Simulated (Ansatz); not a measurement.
# MnO2: the cost of one run

Program: Ansatz 0.2.0. Level of theory: DFT PBE, scalar-relativistic, plane waves, PAW. These are calculated values, not measurements.

2 further runs of the same task are left out: 2 set aside as unsound or not needed.

### 1 The structure to begin with

It takes space group Fm-3m (No. 225, cubic). Conventional cell: a = 5.116 Å, b = 5.116 Å, c = 5.116 Å, α = 90.00°, β = 90.00°, γ = 90.00°. Zr (site symmetry m-3m) is surrounded by 8 O at 2.22 Å. O (site symmetry -43m) is surrounded by 4 Zr at 2.22 Å.

Coordinates:

```cif
data_structure
_symmetry_space_group_name_H-M 'Fm-3m'
_symmetry_Int_Tables_number 225
_cell_length_a 5.1158
_cell_length_b 5.1158
_cell_length_c 5.1158
_cell_angle_alpha 90.000
_cell_angle_beta 90.000
_cell_angle_gamma 90.000
_cell_volume 133.89
loop_
_atom_site_label
_atom_site_type_symbol
_atom_site_symmetry_multiplicity
_atom_site_Wyckoff_symbol
_atom_site_fract_x
_atom_site_fract_y
_atom_site_fract_z
_atom_site_occupancy
Zr1 Zr 4 a 0.00000 0.00000 0.00000 1
O1 O 8 c 0.25000 0.75000 0.75000 1
```

It goes back to an entry of the Materials Project, which need not be the stable form.

It is the result of an earlier relaxation at this level (volume 11.16 Å³/atom; gap on the mesh: 3.32 eV).

### 2 Swap Zr → Mn

The start of MnO2: fractional positions of relaxed ZrO2, cell scaled by 0.924, a guess from tabulated radii. Atoms that may carry a moment start with parallel spins.

### 3 Quick check of gap, pressure and forces (MnO2)

input.yaml

```yaml
crystal:
  lattice:
    - [0.0, 2.3631764945, 2.3631764945]
    - [2.3631764945, 0.0, 2.3631764945]
    - [2.3631764945, 2.3631764945, 0.0]
  atoms:
    - { symbol: Mn, position: [0.0, 0.0, 0.0], spin: 4.0 }
    - { symbol: O, position: [0.25, 0.25, 0.25] }
    - { symbol: O, position: [0.75, 0.75, 0.75] }
basis:
  ecutwfc: 420
kpoints:
  mp_grid: { grid: [6, 6, 6] }
hamiltonian:
  xc: pbe
scf:
  occupations: { method: gaussian, width: 0.1 }
  lower_state_search: "off"
output:
  forces: true
  stress: true
  eigenvalues: true
  populations: true
magnetization:
  spin_polarized: true
```

Run with:

```bash
ansatz run input.yaml --threads 1 --pin off --max-ram 2560MiB --backend cpu --events-out ev --progress --plain --runs-dir out
```

**Question.** How long does this run take on 1 thread of Intel Xeon 6975P-C (Granite Rapids), shared host, and how much memory does it need?

About 1.1 s, with a peak of 0.31 GiB.
